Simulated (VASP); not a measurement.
# Au (Cmcm) in VASP: a series of runs

Runs on Au. Level: PBE. Tasks: single point.

Everything below comes from runs of VASP 6.6.1. Logs are shortened: lines on timing, memory, paths and dates and some standing lists are left out, and cuts for length are marked.

### 1 The structure

Symmetry: Cmcm, No. 63, orthorhombic system. Conventional cell: a = 2.865 Å, b = 5.141 Å, c = 4.892 Å, α = 90.00°, β = 90.00°, γ = 90.00°. Around Au (site symmetry m2m) lie 12 Au at 2.87 to 2.97 Å.

This isn't the form of Au at room conditions, which is fcc.

### 2 Single point, PBE

Input file INCAR:

```
PREC = Accurate
ENCUT = 520
EDIFF = 1E-7
ISMEAR = 0
SIGMA = 0.1
LREAL = False
LASPH = True
NELM = 100
ALGO = Fast
ISIF = 2
LWAVE = False
LCHARG = True
GGA = PE
LELF = True
LVHAR = True
NBANDS = 18
```

Input file KPOINTS:

```
regular mesh
0
Gamma
  16 16 10
```

Input file POSCAR:

```
Au
1.0
    1.4327106727     -2.5703810381      0.0000000000
    1.4327106727      2.5703810381      0.0000000000
    0.0000000000      0.0000000000      4.8921328885
Au
2
Direct
    0.6639514438      0.3360485562      0.2500000000
    0.3360485562      0.6639514438      0.7500000000
```

Potentials or basis: VASP PAW PBE potentials, release 64 (Au).

Started as:

```sh
> cat potpaw_PBE.64/Au/POTCAR > POTCAR
> mpirun -np 1 vasp_std > vasp.out
```

OUTCAR:

```text
PREC = Accurate
   ENCUT = 520
   EDIFF = 1E-7
   ISMEAR = 0
   LREAL = False
   LASPH = True
   NELM = 100
   ISIF = 2
   GGA = PE

 ion  position               nearest neighbor table
   1  0.664  0.336  0.250-   2 2.97   2 2.97   2 2.97   2 2.97   2 2.97   2 2.97
   2  0.336  0.664  0.750-   1 2.97   1 2.97   1 2.97   1 2.97   1 2.97   1 2.97

  LATTYP: Found a base centered orthorhombic cell.
 ALAT       =     2.8654213454
 B/A-ratio  =     1.7940684655
 C/A-ratio  =     1.7072996599

  Lattice vectors:

 A1 = (   1.4327106727,  -2.5703810381,   0.0000000000)
 A2 = (   1.4327106727,   2.5703810381,   0.0000000000)
 A3 = (   0.0000000000,   0.0000000000,   4.8921328885)

Analysis of symmetry for initial positions (statically):
=====================================================================
 Subroutine PRICEL returns:
 Original cell was already a primitive cell.

 Routine SETGRP: Setting up the symmetry group for a
 base centered orthorhombic supercell.

 Subroutine GETGRP returns: Found  8 space group operations
 (whereof  4 operations were pure point group operations)
 out of a pool of  8 trial point group operations.

The static configuration has the point symmetry C_2h.
 The point group associated with its full space group is D_2h.

Analysis of symmetry for dynamics (positions and initial velocities):
=====================================================================
 Subroutine PRICEL returns:
 Original cell was already a primitive cell.

 Routine SETGRP: Setting up the symmetry group for a
 base centered orthorhombic supercell.

 Subroutine GETGRP returns: Found  8 space group operations
 (whereof  4 operations were pure point group operations)
 out of a pool of  8 trial point group operations.

The dynamic configuration has the point symmetry C_2h.
 The point group associated with its full space group is D_2h.

 Subroutine INISYM returns: Found  8 space group operations
 (whereof  4 operations are pure point group operations),
 and found     1 'primitive' translations

----------------------------------------------------------------------------------------

                                     Primitive cell

  volume of cell :      36.0317

  direct lattice vectors                    reciprocal lattice vectors
     1.432710673 -2.570381038  0.000000000     0.348988815 -0.194523688  0.000000000
     1.432710673  2.570381038  0.000000000     0.348988815  0.194523688  0.000000000
     0.000000000  0.000000000  4.892132888     0.000000000  0.000000000  0.204409819
[... 85 lines left out ...]
   LREAL  =      F    real-space projection
   EDIFFG = 0.1E-05   stopping-criterion for IOM
   NSW    =      0    number of steps for IOM
   IBRION =     -1    ionic relax: 0-MD 1-quasi-New 2-CG
   NFREE  =      0    steps in history (QN), initial steepest desc. (CG)
   ISIF   =      2    stress and relaxation
   ISYM   =      2    0-nonsym 1-usesym 2-fastsym
   POTIM  = 0.5000    time-step for ionic-motion
   TEBEG  =    0.0;   TEEND  =   0.0 temperature during run
   PSTRESS=    0.0 pullay stress
   NELECT =      22.0000    total number of electrons
   NUPDOWN=      -1.0000    fix difference up-down
   EMIN   =  10.00;   EMAX   =-10.00  energy-range for DOS
   EFERMI =   0.00;   METHOD = LEGACY
   ISMEAR =     0;   SIGMA  =   0.10  broadening in eV -4-tet -1-fermi 0-gaus
   EFERMI_NEDOS =   21; number of points for ismear=-14 and -15
   IALGO  =     68    algorithm
   IMIX   =      4    mixing-type and parameters
     AMIX     =   0.40;   BMIX     =  1.00
     AMIX_MAG =   1.60;   BMIX_MAG =  1.00
  volume/ion in A,a.u.               =      18.02       121.58
  Fermi-wavevector in a.u.,A,eV,Ry     =   1.388847  2.624540 26.244212  1.928895
  Thomas-Fermi vector in A             =   2.512934
   LORBIT       =      0    0 simple, 1 ext, 2 COOP (PROOUT), +10 PAW based schemes
   GGA     = PE    functional components
   LHFCALC =     F    Hartree Fock is set to
   AEXX    =    0.0000 exact exchange contribution
   IVDW    =     0    specifies the selected vdW correction
   LEPSILON=     F    determine dielectric tensor
   LRPA    =     F    only Hartree local field effects (RPA)
 non-spin polarized calculation
 RMM-DIIS sequential band-by-band and
 Gauss-broadening in eV      SIGMA  =   0.10
  energy-cutoff  :      520.00
  volume of cell :       36.03
 maximum number of plane-waves:       994
 NGX is ok and might be reduce to    24
   NGX = 11   NGY = 11   NGZ = 19

 number of electron      21.9999999 magnetization

 Free energy of the ion-electron system (eV)
  ---------------------------------------------------
  ext. energy  EPLUGINS =         0.00000000
  ---------------------------------------------------
  free energy    TOTEN  =        -6.42625447 eV

  energy without entropy =       -6.42331781  energy(sigma->0) =       -6.42478614

 E-fermi :   8.5555     XC(G=0): -12.3842

 val. band max:        8.5476840601   @ k =   0.5000   0.5000   0.4000
 cond. band min:       8.5684529225   @ k =   0.5000   0.0625   0.3000
 fundamental gap:      0.0207688623
 Fermi energy:         8.5554952440

 k-point     1 :       0.0000    0.0000    0.0000
  band No.  band energies     occupation
      1      -0.7089      2.00000
      2       1.6665      2.00000
      3       3.9898      2.00000
      4       4.0427      2.00000
      5       4.3831      2.00000
      6       4.4887      2.00000
[... 481 lines left out ...]
      5       4.3777      2.00000
      6       4.5582      2.00000
[... 10 lines left out ...]
     17      26.0570      0.00000
     18      26.2933      0.00000

 [... further k-points ...]

------------------------ aborting loop because EDIFF is reached ----------------------------------------

  FORCE on cell =-STRESS in cart. coord.  units (eV):
  Direction    XX          YY          ZZ          XY          YZ          ZX
  --------------------------------------------------------------------------------------
  -------------------------------------------------------------------------------------
  Total       -0.0430889     -0.0566949     -0.0617042      0.0000000      0.0000000      0.0000000
  in kB       -1.9159818     -2.5209838     -2.7437287      0.0000000      0.0000000      0.0000000
  external PRESSURE =      -2.3935648 kB  Pullay stress =       0.0000000 kB

 VOLUME and BASIS-vectors are now :
 -----------------------------------------------------------------------------
  energy-cutoff  :      520.00
  volume of cell :       36.03
      direct lattice vectors                 reciprocal lattice vectors
     1.432710673 -2.570381038  0.000000000     0.348988815 -0.194523688  0.000000000
     1.432710673  2.570381038  0.000000000     0.348988815  0.194523688  0.000000000
     0.000000000  0.000000000  4.892132888     0.000000000  0.000000000  0.204409819

 POSITION                                       TOTAL-FORCE (eV/Angst)
 -----------------------------------------------------------------------------------
      1.43271     -0.84284      1.22303         0.000000      0.002514     -0.000000
      1.43271      0.84284      3.66910         0.000000     -0.002514      0.000000
 -----------------------------------------------------------------------------------
    total drift:                               -0.000000     -0.000000     -0.000000

  FREE ENERGIE OF THE ION-ELECTRON SYSTEM (eV)
  ---------------------------------------------------
  free  energy   TOTEN  =        -6.4262544690 eV

  energy  without entropy=       -6.4233178125  energy(sigma->0) =       -6.42478614
```

OSZICAR:

```text
N       E                     dE             d eps       ncg     rms          rms(c)
DAV:   1     0.123128987438E+03    0.12313E+03   -0.11725E+04 15776   0.118E+03
DAV:   2    -0.482922240170E+01   -0.12796E+03   -0.12198E+03 16756   0.259E+02
DAV:   3    -0.694355908503E+01   -0.21143E+01   -0.21020E+01 18450   0.334E+01
DAV:   4    -0.695286372974E+01   -0.93046E-02   -0.93036E-02 17402   0.233E+00
DAV:   5    -0.695294928206E+01   -0.85552E-04   -0.85552E-04 17512   0.240E-01    0.112E+01
RMM:   6    -0.645849967745E+01    0.49445E+00   -0.90236E-01 15778   0.711E+00    0.727E+00
RMM:   7    -0.643000839583E+01    0.28491E-01   -0.11229E-01 16176   0.270E+00    0.334E+00
RMM:   8    -0.642635890811E+01    0.36495E-02   -0.12664E-02 16293   0.824E-01    0.476E-01
RMM:   9    -0.642624353913E+01    0.11537E-03   -0.91018E-04 17311   0.230E-01    0.152E-01
RMM:  10    -0.642625412802E+01   -0.10589E-04   -0.12560E-04 17351   0.754E-02    0.104E-01
RMM:  11    -0.642625438203E+01   -0.25401E-06   -0.25977E-05 17207   0.341E-02    0.132E-02
RMM:  12    -0.642625448835E+01   -0.10632E-06   -0.32532E-06 17163   0.115E-02    0.131E-02
RMM:  13    -0.642625435190E+01    0.13645E-06   -0.11611E-06 17023   0.787E-03    0.254E-03
RMM:  14    -0.642625451020E+01   -0.15830E-06   -0.18784E-07 12379   0.287E-03    0.118E-03
RMM:  15    -0.642625446902E+01    0.41178E-07   -0.42261E-08  9447   0.131E-03
   1 F= -.64262545E+01 E0= -.64247861E+01  d E =-.293666E-02
```

Wall time 2.6 min (1 thread of Intel Xeon Platinum 8488C (Sapphire Rapids), shared host); peak memory 0.34 GiB.

Results:

```
Free energy            : -6.4263 eV
Pressure               : -0.2 GPa
Band gap on the k mesh : none (metal or under the smearing width)
```

Forces in eV/Å, atoms in the order of the input:
```
Au   0.000  0.003  0.000
Au   0.000 -0.003  0.000
```

Levels at points of the mesh, in eV from the Fermi level:
| k point | band 9 | band 10 | band 11 | band 12 | band 13 | band 14 |
| --- | --- | --- | --- | --- | --- | --- |
| (0.00, 0.00, 0.00) | -3.29 | -2.13 | -2.13 | -0.86 | 2.44 | 14.52 |
| (0.50, 0.00, 0.00) | -1.83 | -1.68 | 0.44 | 1.60 | 5.72 | 7.13 |
| (0.50, 0.50, 0.00) | -1.89 | -1.72 | 0.27 | 1.21 | 5.48 | 6.72 |
| (0.00, 0.00, 0.50) | -2.61 | -2.61 | -2.49 | -2.49 | 10.30 | 10.30 |
| (0.50, 0.00, 0.50) | -1.73 | -1.73 | 0.71 | 0.71 | 3.83 | 3.83 |
| (0.50, 0.50, 0.50) | -1.79 | -1.79 | 0.37 | 0.37 | 3.44 | 3.44 |

Spin-orbit coupling is left out, which matters for the levels of Au.

### 3 Single point, PBE (the same crystal in its conventional cell)

Input file INCAR:

```
PREC = Accurate
ENCUT = 520
EDIFF = 1E-7
ISMEAR = 0
SIGMA = 0.1
LREAL = F
LASPH = T
NELM = 100
ALGO = Fast
ISIF = 2
LWAVE = F
LCHARG = F
GGA = PE
NBANDS = 30
```

Input file KPOINTS:

```
regular mesh
0
Gamma
  14 8 10
```

Input file POSCAR:

```
Au
1.0
    2.8654213454      0.0000000000      0.0000000000
    0.0000000000      5.1407620763      0.0000000000
    0.0000000000      0.0000000000      4.8921328885
Au
4
Direct
    0.0000000000      0.3360485562      0.7500000000
    0.5000000000      0.1639514438      0.2500000000
    0.5000000000      0.8360485562      0.7500000000
    0.0000000000      0.6639514438      0.2500000000
```

Potentials or basis: VASP PAW PBE potentials, release 64 (Au).

Started as:

```sh
> cat potpaw_PBE.64/Au/POTCAR > POTCAR
> mpirun -np 1 vasp_std > vasp.out
```

Run time: 4 min. Hardware: 1 thread of Intel Xeon Platinum 8375C at 2.90GHz (Ice Lake), shared host; peak memory 0.46 GiB.

The run converged. Its results:

```yaml
Free_energy: -12.8561 eV
Pressure: -0.2 GPa
Band_gap_on_the_k_mesh: none (metal or under the smearing width)
```

Forces on the atoms (eV/Å):
```
Au   0.000  0.003  0.000
Au   0.000 -0.003  0.000
Au   0.000  0.003  0.000
Au   0.000 -0.003  0.000
```

Stress tensor (GPa, compression positive):
```
-0.06  0.00  0.00
 0.00 -0.43  0.00
 0.00  0.00 -0.18
```

Levels at points of the mesh, in eV from the Fermi level:
```csv
k point,band 19,band 20,band 21,band 22,band 23,band 24,band 25,band 26
"(0.00, 0.00, 0.00)",-1.97,-1.95,-1.78,-0.92,0.20,1.14,2.37,5.41
"(0.50, 0.00, 0.00)",-1.93,-1.93,-0.02,-0.02,4.13,4.13,5.69,5.69
"(0.00, 0.50, 0.00)",-2.97,-2.97,-2.02,-2.02,2.54,2.54,3.02,3.02
"(0.50, 0.50, 0.00)",-1.74,-1.74,0.37,0.37,1.54,1.54,5.65,5.65
"(0.00, 0.00, 0.50)",-2.34,-2.34,-1.86,-1.86,0.30,0.30,3.38,3.38
"(0.50, 0.00, 0.50)",-1.92,-1.92,1.03,1.03,1.03,1.03,6.38,6.38
"(0.00, 0.50, 0.50)",-2.55,-2.55,-2.02,-2.02,-2.02,-2.02,9.84,9.84
"(0.50, 0.50, 0.50)",-1.79,-1.79,0.64,0.64,0.64,0.64,3.77,3.77
```

The run has no spin-orbit coupling, so splittings on Au are missing.
